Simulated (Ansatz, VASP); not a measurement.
# Al in VASP and in Ansatz

```xyz
2
Lattice="2.7936 0.0000 0.0000 -1.3968 2.4193 0.0000 0.0000 0.0000 4.8342" Properties=species:S:1:pos:R:3 pbc="T T T"
Al    1.3968    0.8064    3.6256
Al    0.0000    1.6129    1.2085
```

This isn't the form of Al at room conditions, which is fcc.

Alike in both runs: task single point; functional LDA; k mesh 12 × 12 × 6; occupations gaussian, width 0.05 eV; no spin polarisation.

|  | VASP | Ansatz |
| --- | --- | --- |
| version | VASP 6.6.1 | Ansatz 0.2.0 |
| potentials or method | VASP PAW LDA potentials, release 64 (Al) | plane waves, PAW |
| plane-wave cutoff (eV) | 520 | 463 |
| valence electrons in the cell | 6 | 6 |

VASP gave:

| Property | Result |
| --- | --- |
| pressure (GPa) | -1.8 |
| largest component of the traceless stress (GPa) | 2.44 |

Problem. Which values does Ansatz return?

Solution. Pressure (GPa): -1.9; largest component of the traceless stress (GPa): 2.42.
